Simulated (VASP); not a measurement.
Crystal: Au.

```
Au
1.0
     0.00000    2.03500    2.03500
     2.03500    0.00000    2.03500
     2.03500    2.03500    0.00000
Au
1
Direct
  0.00000 0.00000 0.00000
```

| Quantity | Value |
| --- | --- |
| Program | VASP 6.6.1 |
| Task | relaxation of cell and atoms |
| Functional | RPBE |
| Potentials or basis | VASP PAW PBE potentials, release 64 (Au) |
| Cutoff | 600 eV |
| k mesh | 11 × 11 × 11 |
| Occupations | fermi-dirac, width 0.05 eV |
| Spin | no spin polarisation |

At the start: pressure 14.7 GPa; volume 16.85 Å³/atom.

Problem. Where does the relaxation end?

Solution. Over 4 steps the energy falls by 66.0 meV/atom and the volume is 18.47 Å³/atom (+9.6 %); space group Fm-3m (No. 225, to 0.05 Å).

The path:
```tsv
step	energy change (eV)	largest force (eV/Å)	pressure (GPa)	volume (Å³)
1	0.0000	0.0000	14.67	16.85
2	0.0263	0.0000	-10.37	20.91
3	-0.0660	0.0000	-0.30	18.51
4	-0.0660	0.0000	-0.07	18.47
```

Final structure:
```xyz
1
Lattice="0.0000 2.0980 2.0980 2.0980 0.0000 2.0980 2.0980 2.0980 0.0000" Properties=species:S:1:pos:R:3 pbc="T T T"
Au    0.0000    0.0000    0.0000
```

Caveat: the PAW data sets were made with another functional, which shifts forces and pressure a little.
